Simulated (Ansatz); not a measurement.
# ZrS2 under changes of volume

One of the cells (23.763 Å³/atom); the others are scaled copies at fixed shape and fractional positions:

```
Zr S
1.0
     3.69138    0.00000    0.00000
    -1.84569    3.19683    0.00000
     0.00000    0.00000    6.04108
Zr S
1 2
Direct
  0.00000 0.00000 0.00000
  0.33333 0.66667 0.23791
  0.66667 0.33333 0.76209
```

The cell is a database's computed one.

```yaml
Program: Ansatz 0.2.0
Functional: PBEsol
Potentials_or_basis: all-electron LAPW, scalar-relativistic
Cutoff: 218 eV (chosen from the basis error)
Basis_error_allowed: 0.001 eV/atom
k_mesh: 8 × 8 × 5
Occupations: fermi-dirac, width 0.05 eV
Spin: no spin polarisation
```

```csv
volume (Å³/atom),energy over the lowest point (meV/atom),pressure (GPa),gap on the mesh (eV),largest force (eV/Å)
22.337,7.42,3.4,0.94,0.605
22.813,0.65,1.2,0.96,0.334
23.288,0.00,-0.7,0.97,0.083
23.763,4.86,-2.5,0.98,0.150
24.238,14.67,-4.1,1.00,0.367
24.714,?,?,?,?
25.189,47.29,-6.8,1.01,0.755
```

**Question.** What does the run at 24.714 Å³/atom give?

**Answer.** Energy over the lowest point 28.97 meV/atom; pressure -5.5 GPa; gap on the mesh 1.00 eV; largest force 0.568 eV/Å.

Worked out: A Birch-Murnaghan fit of order 3 (a polynomial in V^(-2/3)) to the other rows has its minimum at 23.10 Å³/atom with B0 = V·E''(V) = 94 GPa and B' = 4.1 at fixed shape and positions, which overstates the stiffness. It gives 28.98 meV/atom at 24.714 Å³/atom, against the run's 28.97, and -dE/dV = -5.5 GPa, against -5.5. A straight line through the other rows of the gap, of slope 0.587 eV per unit of ln V, gives 1.00 eV, against the run's 1.00.

Energies are extrapolated to zero smearing.

Caveats: an odd mesh through Γ misses points on the zone boundary, where band edges often lie; this functional lacks dispersion, which binds the layers, so the pressure and a relaxed spacing across them are unreliable. Spin-orbit coupling on Zr is left out.
